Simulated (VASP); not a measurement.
Runs of VASP 6.6.1 on C. Symmetry: Fd-3m, No. 227, cubic system. Conventional cell: a = 3.567 Å, b = 3.567 Å, c = 3.567 Å, α = 90.00°, β = 90.00°, γ = 90.00°. C (site symmetry -43m) is surrounded by 4 C at 1.54 Å. This isn't the form of C at room conditions, which is graphite.

```csv
task,level,potentials or basis,cell,k mesh,cutoff (eV),mesh quality,gap on the mesh (eV),pressure (GPa),relaxed volume (Å³/atom)
single point,PBEsol,"VASP PAW PBE potentials, release 64 (C)",as given,12 × 12 × 12,520,not flagged,4.04,-3.8,-
relaxation of cell and atoms,RPBE,"VASP PAW PBE potentials, release 64 (C)",relaxed,12 × 12 × 12,600,not flagged,(b),0.0,5.77
relaxation of cell and atoms,PBEsol,"VASP PAW PBE potentials, release 64 (C)",relaxed,4 × 4 × 4,600,coarse,(a),0.0,5.63
relaxation of cell and atoms,PBEsol,"VASP PAW PBE potentials, release 64 (C)",relaxed,12 × 12 × 12,600,not flagged,4.06,0.0,5.62
relaxation of cell and atoms,PBEsol,"VASP PAW PBE potentials, release 64 (C_s)",relaxed,12 × 12 × 12,480,not flagged,4.06,0.0,5.63
```

Alike in all rows: no spin polarisation; smearing gaussian 0.02 eV.

Fill in the values left out.

(a) 4.35; (b) 4.11.

Caveats: some runs use coarse meshes; the PAW data sets were made with another functional, which shifts forces and pressure a little.

A k mesh can miss the band edges.

Runs at the PBE level aren't shown here.
